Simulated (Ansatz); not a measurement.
What a change of settings does: Si (fcc type)

First run: DFT, PBEsol, PAW with Ansatz's default frozen-core files, scalar-relativistic (Ansatz 0.2.0).

Command: `ansatz run input.yaml --threads 2 --pin off --max-ram 4096MiB --backend cpu --events-out ev --progress --plain --runs-dir out` It took 15 s on 2 threads of Intel(R) Xeon(R) Platinum 8488C (Sapphire Rapids), with other jobs on the host, peak memory 0.75 GiB.

```yaml
crystal:
  lattice:
    - [-1.9168236995, 3.833647399, 1.9168236995]
    - [0.0, 0.0, 3.833647399]
    - [7.6672947979, 3.833647399, 0.0]
  atoms:
    - { symbol: Si, position: [0.0, 0.0, 0.0] }
    - { symbol: Si, position: [0.0, 0.5, 0.5] }
    - { symbol: Si, position: [0.2, 0.4, 0.8] }
    - { symbol: Si, position: [0.4, 0.3, 0.1] }
    - { symbol: Si, position: [0.6, 0.2, 0.4] }
    - { symbol: Si, position: [0.8, 0.1, 0.7] }
    - { symbol: Si, position: [0.2, 0.9, 0.3] }
    - { symbol: Si, position: [0.4, 0.8, 0.6] }
    - { symbol: Si, position: [0.6, 0.7, 0.9] }
    - { symbol: Si, position: [0.8, 0.6, 0.2] }
kpoints:
  mp_grid: { grid: [10, 10, 5] }
scf:
  occupations: { method: fermi_dirac, width: 0.05 }
hamiltonian:
  xc: pbesol
  pseudopotentials: { kind: paw }
output:
  forces: true
  stress: true
  eigenvalues: true
  write_density: true
  write_potential: true
  elf: true
  volumetric_format: npy
```

The cell comes from a relaxation on PAW files under the same functional, begun from a prototype that needn't be the stable phase.

This run: bulk in the slab's orientation.

It converges in 6 SCF iterations at a pressure of -0.20 GPa, cutoff 420 eV.

The input is then changed:

```diff
   occupations: { method: fermi_dirac, width: 0.05 }
+  initial_density: { chi_scale: 0.0 }
 hamiltonian:
   eigenvalues: true
-  write_density: true
-  write_potential: true
-  elf: true
-  volumetric_format: npy
+basis:
+  xc_grid: 4
```

Q: What does the second run give?

A: It converges in 5 SCF iterations at a pressure of -0.20 GPa, cutoff 420 eV, free energy 0.0 meV/atom against the first run's.
